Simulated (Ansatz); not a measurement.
CoO:

```
Co O
1.0
     1.50547    0.86918    2.43993
    -1.50547    0.86918    2.43993
     0.00000   -1.73837    2.43993
Co O
1 1
Direct
  0.00000 0.00000 0.00000
  0.50000 0.50000 0.50000
```

The cell is a database's computed one.

Alike in all runs: program Ansatz 0.2.0; functional PBE; potentials or basis Ansatz PAW; cutoff 420 eV (not typed: the program's choice for these potentials); k mesh 11 × 11 × 11; occupations fermi-dirac, width 0.05 eV.

Starts and where they ended:

```tsv
start	free energy over the lowest (meV/atom)	net moment (μB)	site or absolute moments (μB)	gap
collinear spin, ferromagnetic start of up to 2 μB	0.0	2.90	Co +2.47; O +0.31	none (metal or under the smearing width)
no spin polarisation	240.8	-	-	none (metal or under the smearing width)
collinear spin, random start of up to 1.71 μB	0.0	2.90	Co +2.47; O +0.31	none (metal or under the smearing width)
```

Allowing spin polarisation gains 241 meV/atom. A still lower state may exist.

Caveats: semilocal functionals often make such compounds metallic where correlation or magnetic order opens a gap, which also shifts bond lengths; a cell with one magnetic atom can't hold antiferromagnetic order, which such compounds often take (some runs); an odd number of electrons without spin polarisation forces a metal (some runs); a magnetic or distorted state may lie lower (some runs).
